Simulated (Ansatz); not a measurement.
Set up this calculation in Ansatz 0.2.0, as the native input.

```
Task                : band structure
Functional          : PBEsol
Potentials or basis : all-electron LAPW, relativistic spinors
Cutoff              : 256 eV (chosen from the basis error)
Basis error allowed : 0.001 eV/atom
k mesh              : 7 × 7 × 6
Occupations         : fermi-dirac, width 0.05 eV
Spin                : spin-orbit coupling, no magnetisation
```

Crystal: Ga.

```
Ga
1.0
     1.38300   -4.02650    0.00000
     1.38300    4.02650    0.00000
    -0.11745    0.00000    3.32993
Ga
2
Direct
  0.13100 0.86900 0.75000
  0.86900 0.13100 0.25000
```

This isn't the form of Ga at room conditions, which is orthorhombic.

One way to write it, as run:

input.yaml

```yaml
crystal:
  lattice:
    - [1.383, -4.0265, 0.0]
    - [1.383, 4.0265, 0.0]
    - [-0.1174474948, 0.0, 3.3299294416]
  atoms:
    - { symbol: Ga, position: [0.131, 0.869, 0.75] }
    - { symbol: Ga, position: [0.869, 0.131, 0.25] }
kpoints:
  mp_grid: { grid: [7, 7, 6] }
  band_path:
    path:
      - [0.0, 0.0, 0.0]
      - [-0.2794936799, -0.2794936799, 0.0025046701]
      - [-0.2865069778, -0.2865069778, 0.4818696886]
      - [-0.2724803819, -0.2724803819, 0.5231396517]
      - [0.0, 0.0, 0.5]
      - [-0.5, 0.5, 0.5]
      - [-0.7134930222, 0.2865069778, 0.5181303114]
    npoints: 6
scf:
  occupations: { method: fermi_dirac, width: 0.05 }
hamiltonian:
  xc: pbesol
  pseudopotentials: { kind: all_electron, lapw: { basis_error: 0.001 } }
magnetization:
  noncollinear: true
  spin_orbit: true
output:
  forces: true
  stress: true
  eigenvalues: true
```

Potentials or basis: all-electron LAPW, relativistic spinors.

The run is started by

```console
$ ansatz run input.yaml --threads 1 --pin off --max-ram 3072MiB --backend cpu --events-out ev --progress --plain --runs-dir out
```

It gave:

| Item | Value |
| --- | --- |
| Pressure | -1.5 GPa |
| Largest force | 0.141 eV/Å |
| Band gap along the path | none (metal or under the smearing width) |

Caveat: the k mesh is thin for a metal, which can move the energy by tens of meV per atom.

Wall time 2.8 min on 1 thread of Arm Neoverse V2, with other jobs on the host, peak memory 0.63 GiB.
